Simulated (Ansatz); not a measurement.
# Pd (P6_3/mmc) in Ansatz: settings compared

Aim: see how the results for Pd move with the level of theory and the settings. Levels: PBEsol+D3(BJ), revPBE, BLYP, PBE. Tasks: relaxation of cell and atoms, single point.

Program: Ansatz 0.2.0. These are calculated values, not measurements. Logs are shortened: lines on timing, memory, paths and dates and some standing lists are left out, and cuts for length are marked.

### Step 1. The structure

Symmetry: P6_3/mmc, No. 194, hexagonal system. Conventional cell: a = 2.784 Å, b = 2.784 Å, c = 4.629 Å, α = 90.00°, β = 90.00°, γ = 120.00°. Pd (site symmetry -6m2) is surrounded by 12 Pd at 2.78 to 2.82 Å.

This isn't the form of Pd at room conditions, which is fcc.

### Step 2. Relaxation of cell and atoms, PBEsol+D3(BJ)

input.yaml

```yaml
crystal:
  lattice:
    - [2.7836650458, 0.0, 0.0]
    - [-1.3918325229, 2.4107246453, 0.0]
    - [0.0, 0.0, 4.628893]
  atoms:
    - { symbol: Pd, position: [0.3333333333, 0.6666666667, 0.25] }
    - { symbol: Pd, position: [0.6666666667, 0.3333333333, 0.75] }
hamiltonian:
  xc: pbesol
  pseudopotentials: { kind: paw }
  dispersion: d3bj
kpoints:
  mp_grid: { grid: [11, 11, 6] }
scf:
  occupations: { method: fermi_dirac, width: 0.05 }
output:
  forces: true
  stress: true
  eigenvalues: true
relax:
  f_tol: 0.01
  max_steps: 40
  cell: { stress_tol: 0.05 }
```

Potentials or basis: Ansatz PAW.

Launch:

```sh
$ ansatz run input.yaml --threads 2 --pin off --max-ram 5632MiB --backend cpu --events-out ev --progress --plain --runs-dir out
```

The program printed:

```text
Warning: RAYON_NUM_THREADS=2 ignored (pool sized by the plan → 2); use --threads N
Engine: ansatz 0.2.0, x86_64-unknown-linux-gnu
Pseudopotentials: kind: paw
Pseudopotential: Pd, paw, valence charge 18, recommended cutoff 420 eV (normal), Pd.paw.azcp
Functional definition: PBEsol
  exchange = pbesol_x
  correlation = pbesol_c
Crystal: 2 atoms, lattice volume = 31.063 Å³
Basis set: ecut = 420 eV, 591 PW (Γ), exchange–correlation on 40×40×64 points (8 copies of the dense FFT grid, shifted against one another)
Bands: 22, of which v1, the nominal top of the filled ones, is band 18 counted from 1 (17 counted from 0)
Symmetry: 24 space group operations
Space group: P63/mmc (ITA 194), of the structure as read, at distance tolerance 3.1e-5 Å
k-points: 64 of 726
Non-local potential: Pd, projectors of the file, l = 0: 2, l = 1: 2, l = 2: 2, l = 3: 1
PAW form: soft (Blöchl's): semilocal exchange-correlation on the pseudo side does not see the compensation charge
PAW frozen core: Pd, regenerated for the run's functional, and the local potential with it (the file was generated under x = pbe(κ = 0.804, μ = 0.2195149727645171), c = pbe(β = 0.06672455060314922))
PAW one-centre angular grid: Pd, 590 points (default); XC on 64 Gauss nodes
Initial density: superposition of atomic densities (neutral atoms: chi_scale 0, normalization atom), corrected by the library's trained network
Initial wavefunctions: pseudopotential atomic-orbital guess
Functional: x = pbesol(κ = 0.804, μ = 0.12345679012345678), c = pbesol(β = 0.046)
SCF iter   1: F=—  HF=-13814.355165 eV  |F-HF|=—  |Δ(HF+E_count)|=         —  Δρ=1.19e-2  dr2=3.60e-2  ethr=1.77e-3  ⟨swp⟩=5.5  Hψ=6355  notcnv=0
preconditioner: auto → Kerker (q_TF=auto, 2.796 Å⁻¹)  [metal: Δε(μ)=0.004 eV  Ē_g=8.956 eV  σ=0.050 eV  W_gap=0.02  n_scr=10 (ndim 8)  ℏωp=29.8 eV  f_vac=0.000  D(μ)=6.01/eV (n_scr^D=110)]
SCF iter   2: F=—  HF=-13814.347515 eV  |F-HF|=—  |Δ(HF+E_count)|=   7.65e-3  Δρ=4.60e-3  dr2=5.70e-3  ethr=1.00e-4  ⟨swp⟩=2.3  Hψ=2302  notcnv=0
SCF iter   3: F=—  HF=-13814.346115 eV  |F-HF|=—  |Δ(HF+E_count)|=   1.40e-3  Δρ=8.99e-4  dr2=1.91e-4  ethr=1.58e-5  ⟨swp⟩=2.2  Hψ=1878  notcnv=0
SCF iter   4: F=—  HF=-13814.346092 eV  |F-HF|=—  |Δ(HF+E_count)|=   2.22e-5  Δρ=1.89e-4  dr2=6.76e-6  ethr=5.30e-7  ⟨swp⟩=2.3  Hψ=1904  notcnv=0
SCF iter   5: F=—  HF=-13814.346101 eV  |F-HF|=—  |Δ(HF+E_count)|=   8.09e-6  Δρ=5.06e-5  dr2=4.89e-7  ethr=1.88e-8  ⟨swp⟩=2.0  Hψ=2374  notcnv=0
SCF iter   6: F=-13814.346101 eV  HF=-13814.346101 eV  |F-HF|=6.28e-9  |Δ(HF+E_count)|=   5.17e-8  Δρ=1.39e-5  dr2=3.94e-8  ethr=2.78e-10  ⟨swp⟩=4.2  Hψ=4816  notcnv=0
SCF 1 converged in 6 iterations: F = -13814.346101 eV  dr2 = 3.94e-8
[... 107 lines left out ...]
iter 5 did not close the SCF: its close was put off for the readings that it lacked (scf_convergence_deferred on its scf_iter line)
SCF iter   5: F=-13814.505358 eV  HF=-13814.505358 eV  |F-HF|=1.82e-12  |Δ(HF+E_count)|=  3.64e-12  Δρ=3.83e-9  dr2=1.26e-15  ethr=1.00e-12  ⟨swp⟩=1.0  Hψ=1408  notcnv=0
SCF iter   6: F=-13814.505358 eV  HF=-13814.505358 eV  |F-HF|=0.00e0  |Δ(HF+E_count)|=  3.64e-12  Δρ=2.78e-9  dr2=4.35e-16  ethr=1.00e-12  ⟨swp⟩=1.7  Hψ=3309  notcnv=0
SCF 9 converged in 6 iterations: F = -13814.505358 eV  dr2 = 4.35e-16
relax step   9: F+E_penalty+E_count = -13814.50535763 eV  Δ(F+E_penalty+E_count) = -7.218e-7 eV  max|allowed force component| = 7.170e-17 eV/Å  Δτ_max = 0.0000 Å  P = -0.001 GPa  Ω = 28.274 Å³  stress off target by 1.08e-3 GPa  SCF on the basis re-selected at this cell (its energy is not comparable with the rows above)  (6 SCF iters)
basis re-selected at this cell: Δ(F+E_penalty+E_count) = -7.218e-7 eV, ΔP = +0.000 GPa vs the last step (what re-selecting the basis moved, of the pressure what is left beyond the Pulay correction that the steps carried, after the strain that the cell walked since its last selection, with what the two solves' SCF thresholds leave and, on support functions, any second-order correction that the steps lacked; it is no measure of the basis error at this ecutwfc). This SCF's stress stands 1.08e-3 GPa from its target on what of the cell is left free (relax.cell.stress_tol is 5.00e-2 GPa) and its largest allowed force component is 7.17e-17 eV/Å (relax.f_tol is 1.00e-2 eV/Å): within both
SCF converged after 6 iterations
Free energy (F): -13814.505358 eV
Harris-Foulkes:  -13814.505358 eV  (|F-HF|=0.00e0)
Internal energy: -13814.462724 eV  (E = F + TS)
E sigma→0 (E₀):  -13814.484041 eV
Entropy (-TS):   -0.042634 eV (-21.317 meV/atom)
Fermi energy:    20.831143 eV
--- Per-component energies (eV) ---
  E_band       = -241.915833
  E_kinetic    = 1029.001720
  E_local      = -3379.009835  (includes V_loc(G=0)·N_el)
  E_nonlocal   = 438.424597
  E_hartree    = 1376.258629
  E_xc         = -336.376114
  E_vxc        = -423.702176  (∫ρ·V_xc dr)
  E_paw        = -7369.645441  (= ΣΔE_a)
  E_vpaw       = -659.147847  (= ΣTr[D̂ρ^β])
  E_aug_tail   = 0.000447  (compensation charges beyond the density's cutoff)
  E_ewald      = -5572.423076
  E_disp       = -1.298700  (pairwise vdW)
  E_core_change = 0.605048  (= ΣΔE_core)
  E_smearing   = -0.042634  (= −TS)
  E_closure    = -0.000000  (closes the sum)
  Σ components = -13814.505358   (vs F -13814.505358, Δ=0.00e0)
--- Forces (eV/Å), atoms counted from 1 ---
  atom   1  Pd     0.00000000     0.00000000     0.00000000
  atom   2  Pd     0.00000000    -0.00000000     0.00000000
  max |Σ_I F_I| component: 4.63e-18 eV/Å
--- Stress (GPa, compression-positive) ---
       -0.000995       0.000000       0.000000
        0.000000      -0.000995       0.000000
        0.000000       0.000000      -0.001083
  P = ⅓ Tr σ = -0.0010 GPa (-0.010 kbar)
--- Band table (eV; the first three rows and the last of 64) ---
  k-point 0: bands = ["-63.3824", "-63.3214", "-29.2884", "-28.9427", "-28.9427", "-28.8815", "-28.8815", "-28.8300", "13.2274", "15.1124", "17.6298", "17.8549", "17.8549", "18.2407", "18.2407", "19.0082", "19.0082", "20.5632", "20.5632", "21.4588", "28.1002", "37.7779"]
  k-point 1: bands = ["-63.3783", "-63.3255", "-29.2583", "-28.9386", "-28.9386", "-28.8856", "-28.8856", "-28.8614", "13.4793", "15.1576", "17.5589", "17.7983", "17.7983", "18.1586", "18.1586", "19.2027", "19.2027", "20.4778", "20.5286", "20.5286", "29.4445", "37.3308"]
  k-point 2: bands = ["-63.3672", "-63.3367", "-29.1757", "-28.9465", "-28.9275", "-28.9275", "-28.8969", "-28.8969", "14.1583", "15.2037", "17.4443", "17.7485", "17.7485", "17.9757", "17.9757", "18.7982", "19.6266", "19.6266", "20.3792", "20.3792", "32.2273", "36.7099"]
  k-point 63: bands = ["-63.2979", "-63.2979", "-29.2688", "-29.2688", "-29.1654", "-29.1654", "-28.9380", "-28.9380", "16.2513", "16.2513", "16.9248", "16.9248", "17.7849", "17.7849", "18.9361", "18.9361", "20.6559", "20.6559", "27.2912", "27.2912", "29.8472", "29.8472"]
--- Relaxed structure (7 steps of the walk, 7 accepted, 2 SCFs on fresh bases) ---
  F+E_penalty+E_count = -13814.50535763 eV   max|allowed force component| = 7.170e-17 eV/Å   (the final SCF, on the basis selected at the relaxed cell)
  cell:  # Å, volume = 28.2745 Å³
    - [2.696346452242043, -5.329587230754309e-36, 0.0]
    - [-1.3481732261210215, 2.335104525045654, 0.0]
    - [0.0, 0.0, 4.490684161052589]
  atoms:
    - { symbol: Pd, position: [0.3333333333333333, 0.6666666666666666, 0.24999999999999997] }
    - { symbol: Pd, position: [0.6666666666666666, 0.3333333333333333, 0.7499999999999999] }
```

Wall time 6.9 s (2 threads of Intel Xeon Platinum 8488C (Sapphire Rapids), shared host); peak memory 0.39 GiB.

Results:

- Free energy: -13814.5054 eV
- Relaxed volume: 14.14 Å³/atom
- Relaxed cell: a = 2.696 Å, b = 2.696 Å, c = 4.491 Å, α = 90.00°, β = 90.00°, γ = 120.00°
- Space group after relaxing (to 0.05 Å): P6_3/mmc (No. 194)
- Energy gained by relaxing: 79.6 meV/atom
- Ionic steps: 9
- Pressure after relaxing: 0.0 GPa
- Band gap on the k mesh: none (metal or under the smearing width)

The path:
| step | energy change (eV) | largest force (eV/Å) | volume (Å³) |
| --- | --- | --- | --- |
| 1 | 0.0000 | 0.0000 | 31.06 |
| 2 | -0.1046 | 0.0000 | 26.85 |
| 3 | -0.1579 | 0.0000 | 28.58 |
| 4 | -0.1604 | 0.0000 | 28.27 |
| 5 | -0.1604 | 0.0000 | 28.27 |
| 6 | -0.1604 | 0.0000 | 28.27 |
| 7 | -0.1593 | 0.0000 | 28.27 |
| 8 | -0.1593 | 0.0000 | 28.27 |
| 9 | -0.1593 | 0.0000 | 28.27 |

Final structure:
```
Pd
1.0
     2.69635    0.00000    0.00000
    -1.34817    2.33510    0.00000
     0.00000    0.00000    4.49068
Pd
2
Direct
  0.33333 0.66667 0.25000
  0.66667 0.33333 0.75000
```

Levels at points of the mesh, in eV from the Fermi level:
```tsv
k point	band 16	band 17	band 18	band 19	band 20	band 21
(0.00, 0.00, 0.00)	-1.82	-1.82	-0.27	-0.27	0.63	7.27
(0.00, 0.00, -0.50)	-3.02	-0.77	-0.77	-0.77	-0.77	14.31
```

Caveat: the plane-wave basis is chosen anew once the cell has moved, so the energies of steps on either side of that aren't comparable; pairwise dispersion overbinds metals, which lowers pressure and volume; the PAW data sets come from PBE, with cores solved anew for the run's functional, which leaves a small shift of forces and pressure.

### Step 3. Relaxation of cell and atoms, revPBE

input.yaml: that of step 2 with these lines changed.

```diff
@@ -9,5 +9,4 @@
 hamiltonian:
-  xc: pbesol
+  xc: revpbe
   pseudopotentials: { kind: paw }
-  dispersion: d3bj
 kpoints:
```

Potentials or basis: Ansatz PAW.

Launch:

```sh
$ ansatz run input.yaml --threads 2 --pin off --max-ram 5632MiB --backend cpu --events-out ev --progress --plain --runs-dir out
```

Run time: 6.4 s. Hardware: 2 threads of Arm Neoverse V1, shared host; peak memory 0.32 GiB.

It converged, with:

```
Free energy                            : -13956.6362 eV
Relaxed volume                         : 15.72 Å³/atom
Relaxed cell                           : a = 2.793 Å, b = 2.793 Å, c = 4.653 Å, α = 90.00°, β = 90.00°, γ = 120.00°
Space group after relaxing (to 0.05 Å) : P6_3/mmc (No. 194)
Energy gained by relaxing              : 1.1 meV/atom
Ionic steps                            : 5
Pressure after relaxing                : 0.0 GPa
Band gap on the k mesh                 : none (metal or under the smearing width)
```

The path:
| step | energy change (eV) | largest force (eV/Å) | volume (Å³) |
| --- | --- | --- | --- |
| 1 | 0.0000 | 0.0000 | 31.06 |
| 2 | -0.0005 | 0.0000 | 31.75 |
| 3 | -0.0020 | 0.0000 | 31.45 |
| 4 | -0.0020 | 0.0000 | 31.44 |
| 5 | -0.0022 | 0.0000 | 31.44 |

Final structure:
```
CELL_PARAMETERS angstrom
2.79308 0.00000 0.00000
-1.39654 2.41887 0.00000
0.00000 0.00000 4.65343
ATOMIC_POSITIONS crystal
Pd 0.33333 0.66667 0.25000
Pd 0.66667 0.33333 0.75000
```

Levels at points of the mesh, in eV from the Fermi level:
| k point | band 14 | band 15 | band 16 | band 17 | band 18 | band 19 | band 20 | band 21 | band 22 |
| --- | --- | --- | --- | --- | --- | --- | --- | --- | --- |
| (0.00, 0.00, 0.00) | -2.17 | -2.17 | -1.52 | -1.52 | -0.23 | -0.23 | 1.00 | 6.55 | 16.92 |
| (0.00, 0.00, -0.50) | -2.52 | -2.52 | -2.52 | -0.65 | -0.65 | -0.65 | -0.65 | 13.55 | 13.55 |

Caveat: the plane-wave basis is chosen anew once the cell has moved, so the energies of steps on either side of that aren't comparable; the PAW data sets come from PBE, with cores solved anew for the run's functional, which leaves a small shift of forces and pressure.

### Step 4. Relaxation of cell and atoms, BLYP

input.yaml: that of step 3 with these lines changed.

```diff
@@ -9,3 +9,3 @@
 hamiltonian:
-  xc: revpbe
+  xc: blyp
   pseudopotentials: { kind: paw }
@@ -19,2 +19,6 @@
   eigenvalues: true
+  write_density: true
+  write_potential: true
+  elf: true
+  volumetric_format: npy
 relax:
```

Potentials or basis: Ansatz PAW.

Launch:

```sh
$ ansatz run input.yaml --threads 2 --pin off --max-ram 5632MiB --backend cpu --events-out ev --progress --plain --runs-dir out
```

The program printed:

```text
Warning: RAYON_NUM_THREADS=2 ignored (pool sized by the plan → 2); use --threads N
Engine: ansatz 0.2.0, aarch64-unknown-linux-gnu
[... 2 set-up lines as earlier in the session ...]
Functional definition: BLYP
  parameter beta = 0.0042
  parameter a = 0.04918
  parameter b = 0.132
  parameter c = 0.2533
  parameter d = 0.349
  exchange = b88_x(beta = beta)
  correlation = lyp_c(a = a, b = b, c = c, d = d)
Crystal: 2 atoms, lattice volume = 31.063 Å³
[... 123 lines left out ...]
--- Stress (GPa, compression-positive) ---
       -0.025322       0.000000       0.000000
       -0.000000      -0.025322       0.000000
        0.000000       0.000000       0.014311
  P = ⅓ Tr σ = -0.0121 GPa (-0.121 kbar)
--- Band table (eV; the first three rows and the last of 64) ---
  k-point 0: bands = ["-66.1787", "-66.1493", "-31.9693", "-31.8012", "-31.8012", "-31.7660", "-31.7660", "-31.7112", "11.3392", "13.0662", "15.0527", "15.2462", "15.2462", "15.5310", "15.5310", "16.1553", "16.1553", "17.3498", "17.3498", "18.8533", "23.7047", "34.8174"]
  k-point 1: bands = ["-66.1767", "-66.1513", "-31.9522", "-31.7988", "-31.7988", "-31.7683", "-31.7683", "-31.7287", "11.5583", "13.0966", "15.0049", "15.2038", "15.2038", "15.4709", "15.4709", "16.3015", "16.3015", "17.3183", "17.3183", "17.8340", "25.0851", "34.3920"]
  k-point 2: bands = ["-66.1713", "-66.1567", "-31.9054", "-31.7924", "-31.7924", "-31.7764", "-31.7748", "-31.7748", "12.1530", "13.1124", "14.9405", "15.1659", "15.1659", "15.3356", "15.3356", "16.2303", "16.6211", "16.6211", "17.1958", "17.1958", "27.8018", "33.3071"]
  k-point 63: bands = ["-66.1366", "-66.1366", "-31.9865", "-31.9865", "-31.9307", "-31.9307", "-31.7786", "-31.7786", "14.0366", "14.0366", "14.5929", "14.5929", "15.2624", "15.2624", "16.1095", "16.1095", "17.4309", "17.4309", "23.6419", "23.6419", "25.6241", "25.6241"]
--- Relaxed structure (5 steps of the walk, 5 accepted, 1 SCFs on fresh bases) ---
  F+E_penalty+E_count = -13975.13087173 eV   max|allowed force component| = 3.816e-17 eV/Å   (the final SCF, on the basis selected at the relaxed cell)
  cell:  # Å, volume = 32.8711 Å³
    - [2.8308789699187895, 0.0, 0.0]
    - [-1.4154394849593948, 2.4516131029887958, 0.0]
    - [0.0, 0.0, 4.7363218408641625]
  atoms:
    - { symbol: Pd, position: [0.33333333333333337, 0.6666666666666667, 0.25] }
    - { symbol: Pd, position: [0.6666666666666667, 0.33333333333333337, 0.75] }
```

rho_z.tsv:

```text
# z_ang	rho[e/angstrom^3]
# format = ansatz-planar-average/11
# lattice	2.830878970	0.000000000	0.000000000
# lattice	-1.415439485	2.451613103	0.000000000
# lattice	0.000000000	0.000000000	4.736321841
# sites	2
# site	46	-0.000000000	1.634408735	1.184080460
# site	46	1.415439485	0.817204368	3.552241381
0.000000	2.033574e-1
0.148010	2.253094e-1
0.296020	3.016304e-1
0.444030	4.836965e-1
0.592040	8.490374e-1
0.740050	1.380817e0
[... 24 lines left out ...]
4.440302	3.016304e-1
4.588312	2.253094e-1
```

Run time: 8.4 s. Hardware: 2 threads of Arm Neoverse V1, shared host; peak memory 0.33 GiB.

Results:

- Free energy: -13975.1309 eV
- Relaxed volume: 16.44 Å³/atom
- Relaxed cell: a = 2.831 Å, b = 2.831 Å, c = 4.736 Å, α = 90.00°, β = 90.00°, γ = 120.00°
- Space group after relaxing (to 0.05 Å): P6_3/mmc (No. 194)
- Energy gained by relaxing: 22.9 meV/atom
- Ionic steps: 6
- Pressure after relaxing: 0.0 GPa
- Band gap on the k mesh: none (metal or under the smearing width)

Step by step:
```tsv
step	energy change (eV)	largest force (eV/Å)	volume (Å³)
1	0.0000	0.0000	31.06
2	-0.0209	0.0000	34.33
3	-0.0449	0.0000	33.05
4	-0.0454	0.0000	32.85
5	-0.0454	0.0000	32.87
6	-0.0459	0.0000	32.87
```

Final structure:
```yaml
crystal:
  lattice:
    - [2.83088, 0.00000, 0.00000]
    - [-1.41544, 2.45161, 0.00000]
    - [0.00000, 0.00000, 4.73632]
  atoms:
    - { symbol: Pd, position: [0.33333, 0.66667, 0.25000] }
    - { symbol: Pd, position: [0.66667, 0.33333, 0.75000] }
```

Levels at points of the mesh, in eV from the Fermi level:
```
            k point  band 16  band 17  band 18  band 19  band 20  band 21
 (0.00, 0.00, 0.00)    -1.42    -1.42    -0.22    -0.22     1.28     6.13
(0.00, 0.00, -0.50)    -2.36    -0.62    -0.62    -0.62    -0.62    13.23
```

Caveat: the plane-wave basis is chosen anew once the cell has moved, so the energies of steps on either side of that aren't comparable; the PAW data sets come from PBE, with cores solved anew for the run's functional, which leaves a small shift of forces and pressure.

### Step 5. Single point, PBE

input.yaml: that of step 4 with these lines changed.

```diff
@@ -9,3 +9,3 @@
 hamiltonian:
-  xc: blyp
+  xc: pbe
   pseudopotentials: { kind: paw }
@@ -14,3 +14,3 @@
 scf:
-  occupations: { method: fermi_dirac, width: 0.05 }
+  occupations: { method: gaussian, width: 0.012 }
 output:
@@ -23,5 +23 @@
   volumetric_format: npy
-relax:
-  f_tol: 0.01
-  max_steps: 40
-  cell: { stress_tol: 0.05 }
```

Launch:

```sh
$ ansatz run input.yaml --threads 2 --pin off --max-ram 5632MiB --backend cpu --events-out ev --progress --plain --runs-dir out
```

Wall time 1.6 s (2 threads of Arm Neoverse V1, shared host); peak memory 0.3 GiB.

Results (log left out):

```
Free energy            : -13945.6146 eV
Pressure               : -1.6 GPa
Band gap on the k mesh : none (metal or under the smearing width)
```

Stress tensor (GPa, compression positive):
```
-1.73  0.00  0.00
 0.00 -1.73  0.00
 0.00  0.00 -1.25
```

Levels at points of the mesh, in eV from the Fermi level:
| k point | band 15 | band 16 | band 17 | band 18 | band 19 | band 20 | band 21 | band 22 |
| --- | --- | --- | --- | --- | --- | --- | --- | --- |
| (0.00, 0.00, 0.00) | -2.19 | -1.55 | -1.55 | -0.21 | -0.21 | 0.98 | 6.65 | 16.95 |
| (0.00, 0.00, -0.50) | -2.56 | -2.56 | -0.64 | -0.64 | -0.64 | -0.64 | 13.69 | 13.69 |

### Step 6. Overview

| task | level | cell | smearing | gap on the mesh (eV) | pressure (GPa) | relaxed volume (Å³/atom) |
| --- | --- | --- | --- | --- | --- | --- |
| relaxation of cell and atoms | PBEsol+D3(BJ) | relaxed | fermi-dirac 0.05 eV | none | 0.0 | 14.14 |
| relaxation of cell and atoms | revPBE | relaxed | fermi-dirac 0.05 eV | none | 0.0 | 15.72 |
| relaxation of cell and atoms | BLYP | relaxed | fermi-dirac 0.05 eV | none | 0.0 | 16.44 |
| single point | PBE | as given | gaussian 0.012 eV | none | -1.6 | - |

Alike in all rows: potentials or basis Ansatz PAW; no spin polarisation; k mesh 11 × 11 × 6; cutoff (eV) 420.

Caveats: the plane-wave basis is chosen anew once the cell has moved, so the energies of steps on either side of that aren't comparable (some runs); the PAW data sets come from PBE, with cores solved anew for the run's functional, which leaves a small shift of forces and pressure (some runs); pairwise dispersion overbinds metals, which lowers pressure and volume (some runs).

Total energies depend on the potentials used, so only differences within one code and one set of settings carry meaning.
